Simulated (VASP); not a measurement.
# Si (Fd-3m) in VASP: notebook

Aim: see how the results for Si move with the level of theory and the settings. Levels: BLYP+D4, BLYP. Tasks: relaxation of cell and atoms, single point.

Program: VASP 6.6.1. These are calculated values, not measurements. Logs are shortened: lines on timing, memory, paths and dates and some standing lists are left out, and cuts for length are marked.

**1. The crystal as given**

The structure is cubic, space group Fd-3m (No. 227). The conventional cell has a = 5.444 Å, b = 5.444 Å, c = 5.444 Å, α = 90.00°, β = 90.00°, γ = 90.00°. Si (site symmetry -43m) has 4 Si at 2.36 Å as nearest neighbours.

**2. Relaxation of cell and atoms, BLYP+D4**

INCAR reads:

```
PREC = Accurate ; ENCUT = 600
EDIFF = 1E-6 ; ISMEAR = -1
SIGMA = 0.05 ; LREAL = F
LASPH = T ; NELM = 100
ALGO = Fast ; ISIF = 3
LWAVE = F ; LCHARG = F
GGA = B5 ; ALDAX = 1.0
AGGAX = 1.0 ; AGGAC = 1.0
ALDAC = 0.0 ; IVDW = 13
VDW_S6 = 1.0 ; VDW_S8 = 2.34076671
VDW_A1 = 0.44488865 ; VDW_A2 = 4.0933009
IBRION = 2 ; NSW = 80
EDIFFG = -0.005
```

KPOINTS reads:

```
Automatic mesh
0
Gamma
  8 8 8
```

POSCAR reads:

```
Si
1.0
    0.0000000000      2.7218511865      2.7218511865
    2.7218511865      0.0000000000      2.7218511865
    2.7218511865      2.7218511865      0.0000000000
Si
2
Direct
    0.5000000000      0.5000000000      0.5000000000
    0.7500000000      0.7500000000      0.7500000000
```

Potentials or basis: VASP PAW PBE potentials, release 64 (Si).

Run with:

```
$ cat potpaw_PBE.64/Si/POTCAR > POTCAR
$ mpirun -np 1 vasp_std > vasp.out
```

OUTCAR:

```text
PREC = Accurate
   ENCUT = 600
   EDIFF = 1E-6
   ISMEAR = -1
   LREAL = F
   LASPH = T
   NELM = 100
   ISIF = 3
   GGA = B5
   IVDW = 13
   IBRION = 2
   NSW = 80
   EDIFFG = -0.005

 ion  position               nearest neighbor table
   1  0.500  0.500  0.500-   2 2.36   2 2.36   2 2.36   2 2.36
   2  0.750  0.750  0.750-   1 2.36   1 2.36   1 2.36   1 2.36

  LATTYP: Found a face centered cubic cell.
 ALAT       =     5.4437023730

  Lattice vectors:

 A1 = (   0.0000000000,   2.7218511865,   2.7218511865)
 A2 = (   2.7218511865,   0.0000000000,   2.7218511865)
 A3 = (   2.7218511865,   2.7218511865,   0.0000000000)

Analysis of symmetry for initial positions (statically):
=====================================================================
 Subroutine PRICEL returns:
 Original cell was already a primitive cell.

 Routine SETGRP: Setting up the symmetry group for a
 face centered cubic supercell.

 Subroutine GETGRP returns: Found 48 space group operations
 (whereof 24 operations were pure point group operations)
 out of a pool of 48 trial point group operations.

The static configuration has the point symmetry T_d .
 The point group associated with its full space group is O_h .

Analysis of symmetry for dynamics (positions and initial velocities):
=====================================================================
 Subroutine PRICEL returns:
 Original cell was already a primitive cell.

 Routine SETGRP: Setting up the symmetry group for a
 face centered cubic supercell.

 Subroutine GETGRP returns: Found 48 space group operations
 (whereof 24 operations were pure point group operations)
 out of a pool of 48 trial point group operations.

The dynamic configuration has the point symmetry T_d .
 The point group associated with its full space group is O_h .

 Subroutine INISYM returns: Found 48 space group operations
 (whereof 24 operations are pure point group operations),
 and found     1 'primitive' translations

----------------------------------------------------------------------------------------

                                     Primitive cell

  volume of cell :      40.3295

  direct lattice vectors                    reciprocal lattice vectors
     0.000000000  2.721851186  2.721851186    -0.183698507  0.183698507  0.183698507
     2.721851186  0.000000000  2.721851186     0.183698507 -0.183698507  0.183698507
     2.721851186  2.721851186  0.000000000     0.183698507  0.183698507 -0.183698507

  length of vectors
     3.849278863  3.849278863  3.849278863     0.318175148  0.318175148  0.318175148

  position of ions in fractional coordinates (direct lattice)
     0.500000000  0.500000000  0.500000000
     0.750000000  0.750000000  0.750000000

  ion indices of the primitive-cell ions
   primitive index   ion index
                 1           1
                 2           2

----------------------------------------------------------------------------------------

 KPOINTS: Automatic mesh

Automatic generation of k-mesh.
 Grid dimensions read from file:
 generate k-points for:    8    8    8

 Generating k-lattice:

  Cartesian coordinates                     Fractional coordinates (reciprocal lattice)
    -0.022962313  0.022962313  0.022962313     0.125000000  0.000000000  0.000000000
     0.022962313 -0.022962313  0.022962313     0.000000000  0.125000000  0.000000000
     0.022962313  0.022962313 -0.022962313     0.000000000  0.000000000  0.125000000

  Length of vectors
     0.039771893  0.039771893  0.039771893

  Shift w.r.t. Gamma in fractional coordinates (k-lattice)
     0.000000000  0.000000000  0.000000000

 Subroutine IBZKPT returns following result:
 ===========================================

 Found     29 irreducible k-points:

 Following reciprocal coordinates:
            Coordinates               Weight
  0.000000  0.000000  0.000000      1.000000
  0.125000  0.000000  0.000000      8.000000
  0.250000  0.000000  0.000000      8.000000
  0.375000  0.000000  0.000000      8.000000
  0.500000  0.000000  0.000000      4.000000
  0.125000  0.125000  0.000000      6.000000
[... 16 lines left out ...]
  0.500000  0.250000  0.125000     48.000000
 -0.375000  0.250000  0.125000     24.000000
 [... further k-points ...]
   k-points           NKPTS =     29   k-points in BZ     NKDIM =     29   number of bands    NBANDS=      8
   number of dos      NEDOS =    301   number of ions     NIONS =      2
   total plane-waves  NPLWV =  32768
   dimension x,y,z NGX =    32 NGY =   32 NGZ =   32
   dimension x,y,z NGXF=    64 NGYF=   64 NGZF=   64
   ions per type =               2
   NGX,Y,Z   is equivalent  to a cutoff of  13.82, 13.82, 13.82 a.u.
   NGXF,Y,Z  is equivalent  to a cutoff of  27.64, 27.64, 27.64 a.u.
 SYSTEM =  unknown system
   PREC   = accura    normal or accurate (medium, high low for compatibility)
   ISTART =      0    job   : 0-new  1-cont  2-samecut
   ICHARG =      2    charge: 1-file 2-atom 10-const
   ISPIN  =      1    spin polarized calculation?
   LNONCOLLINEAR =      F non collinear calculations
   LSORBIT =      F    spin-orbit coupling
   LASPH  =      T    aspherical Exc in radial PAW
   ENCUT  =  600.0 eV  44.10 Ry    6.64 a.u.   7.69  7.69  7.69*2*pi/ulx,y,z
   NELM   =    100;   NELMIN=  2; NELMDL= -5     # of ELM steps
   EDIFF  = 0.1E-05   stopping-criterion for ELM
   LREAL  =      F    real-space projection
   EDIFFG = -.5E-02   stopping-criterion for IOM
   NSW    =     80    number of steps for IOM
   IBRION =      2    ionic relax: 0-MD 1-quasi-New 2-CG
   NFREE  =      1    steps in history (QN), initial steepest desc. (CG)
   ISIF   =      3    stress and relaxation
   ISYM   =      2    0-nonsym 1-usesym 2-fastsym
   POTIM  = 0.5000    time-step for ionic-motion
   TEBEG  =    0.0;   TEEND  =   0.0 temperature during run
   PSTRESS=    0.0 pullay stress
   NELECT =       8.0000    total number of electrons
   NUPDOWN=      -1.0000    fix difference up-down
   EMIN   =  10.00;   EMAX   =-10.00  energy-range for DOS
   EFERMI =   0.00;   METHOD = LEGACY
   ISMEAR =    -1;   SIGMA  =   0.05  broadening in eV -4-tet -1-fermi 0-gaus
   EFERMI_NEDOS =   21; number of points for ismear=-14 and -15
   IALGO  =     68    algorithm
   IMIX   =      4    mixing-type and parameters
     AMIX     =   0.40;   BMIX     =  1.00
     AMIX_MAG =   1.60;   BMIX_MAG =  1.00
  volume/ion in A,a.u.               =      20.16       136.08
  Fermi-wavevector in a.u.,A,eV,Ry     =   0.954766  1.804247 12.402783  0.911579
  Thomas-Fermi vector in A             =   2.083543
   LORBIT       =      0    0 simple, 1 ext, 2 COOP (PROOUT), +10 PAW based schemes
   GGA     = B5    functional components
   LHFCALC =     F    Hartree Fock is set to
   AEXX    =    0.0000 exact exchange contribution
   IVDW    =    13    specifies the selected vdW correction
   LEPSILON=     F    determine dielectric tensor
   LRPA    =     F    only Hartree local field effects (RPA)
 conjugate gradient relaxation of ions
 non-spin polarized calculation
 RMM-DIIS sequential band-by-band and
  energy-cutoff  :      600.00
  volume of cell :       40.33
 maximum number of plane-waves:      1365
   NGX = 15   NGY = 15   NGZ = 15

--------------------------------------- Ionic step        1  -------------------------------------------

 number of electron       8.0000000 magnetization

 Free energy of the ion-electron system (eV)
  ---------------------------------------------------
  ext. energy  EPLUGINS =         0.00000000
  ---------------------------------------------------
  free energy    TOTEN  =        -9.46103345 eV

  energy without entropy =       -9.46102994  energy(sigma->0) =       -9.46103169

------------------------ aborting loop because EDIFF is reached ----------------------------------------

  DFT-D4 for vdW energy calculation

  Edisp (eV):   -1.25817

  FORCE on cell =-STRESS in cart. coord.  units (eV):
  Direction    XX          YY          ZZ          XY          YZ          ZX
  --------------------------------------------------------------------------------------
  -------------------------------------------------------------------------------------
  Total      -0.21406    -0.21406    -0.21406     0.00000    -0.00000     0.00000
  in kB      -8.50391    -8.50391    -8.50391     0.00000    -0.00000     0.00000
  external pressure =       -8.50 kB  Pullay stress =        0.00 kB
[... 61 lines left out ...]
  energy  without entropy=      -10.7198371272  energy(sigma->0) =      -10.71983927

--------------------------------------- Ionic step        3  -------------------------------------------

 number of electron       7.9999999 magnetization

 Free energy of the ion-electron system (eV)
  ---------------------------------------------------
  ext. energy  EPLUGINS =         0.00000000
  ---------------------------------------------------
  free energy    TOTEN  =        -9.44930621 eV

  energy without entropy =       -9.44930225  energy(sigma->0) =       -9.44930423

 E-fermi :   6.6456     XC(G=0):  -8.7569

 val. band max:        6.2463967684   @ k =   0.0000   0.0000   0.0000
 cond. band min:       7.0836080522   @ k =   0.3750   0.3750   0.0000
 fundamental gap:      0.8372112839
 Fermi energy:         6.6456339431

 k-point     1 :       0.0000    0.0000    0.0000
  band No.  band energies     occupation
      1      -5.6418      2.00000
      2       6.2464      1.99932
      3       6.2464      1.99932
      4       6.2464      1.99932
      5       8.9525      0.00000
      6       8.9525      0.00000
      7       8.9525      0.00000
      8       9.6025      0.00000
[... 243 lines left out ...]
 k-point    24 :      -0.3750    0.2500    0.1250
  band No.  band energies     occupation
      1      -2.8107      2.00000
      2      -0.4702      2.00000
      3       2.8913      2.00000
      4       4.1585      2.00000
      5       9.4482      0.00000
      6       9.5829      0.00000
      7      12.2783      0.00000
      8      13.5328      0.00000

 [... further k-points ...]

------------------------ aborting loop because EDIFF is reached ----------------------------------------

  DFT-D4 for vdW energy calculation

  Edisp (eV):   -1.27092

  FORCE on cell =-STRESS in cart. coord.  units (eV):
  Direction    XX          YY          ZZ          XY          YZ          ZX
  --------------------------------------------------------------------------------------
  -------------------------------------------------------------------------------------
  Total      -0.00003    -0.00003    -0.00003     0.00000    -0.00000    -0.00000
  in kB      -0.00108    -0.00108    -0.00108     0.00000    -0.00000    -0.00000
  external pressure =       -0.00 kB  Pullay stress =        0.00 kB
[... 17 lines left out ...]
  FREE ENERGIE OF THE ION-ELECTRON SYSTEM (eV)
  ---------------------------------------------------
  free  energy   TOTEN  =       -10.7202296381 eV

  energy  without entropy=      -10.7202256769  energy(sigma->0) =      -10.72022766

 reached required accuracy - stopping structural energy minimisation
```

Wall time 43 s (1 thread of AMD EPYC 7R13 (Zen 3), shared host); peak memory 0.14 GiB.

Results:

```yaml
Free_energy: -10.7202 eV
Relaxed_volume: 19.97 Å³/atom
Relaxed_cell: a = 3.837 Å, b = 3.837 Å, c = 3.837 Å, α = 60.00°, β = 60.00°, γ = 60.00°
Space_group_after_relaxing_to_0.05_Å: Fd-3m (No. 227)
Energy_gained_by_relaxing: 0.5 meV/atom
Ionic_steps: 3
Pressure_after_relaxing: 0.0 GPa
Band_gap_on_the_k_mesh: 0.84 eV, indirect (least direct gap 2.71 eV)
Dispersion_energy_per_atom: -0.635 eV
```

The path:
| step | energy change (eV) | largest force (eV/Å) | pressure (GPa) | volume (Å³) |
| --- | --- | --- | --- | --- |
| 1 | 0.0000 | 0.0000 | -0.85 | 40.33 |
| 2 | -0.0006 | 0.0000 | 0.53 | 39.71 |
| 3 | -0.0010 | 0.0000 | 0.00 | 39.94 |

Final structure:
```
Si
1.0
     0.00000    2.71315    2.71315
     2.71315    0.00000    2.71315
     2.71315    2.71315    0.00000
Si
2
Direct
  0.50000 0.50000 0.50000
  0.75000 0.75000 0.75000
```

Levels at points of the mesh, in eV from the valence-band top:
```
           k point  band 1  band 2  band 3  band 4  band 5  band 6  band 7  band 8
(0.00, 0.00, 0.00)  -11.89    0.00    0.00    0.00    2.71    2.71    2.71    3.36
(0.50, 0.00, 0.00)   -9.59   -6.87   -1.17   -1.17    1.65    3.53    3.53    8.09
(0.50, 0.50, 0.00)   -7.78   -7.78   -2.78   -2.78    0.95    0.95   10.19   10.19
```

Caveat: the PAW data sets were made with another functional, which shifts forces and pressure a little. As with any semilocal functional, this BLYP gap is likely too small.

[end of part 1 of 2]
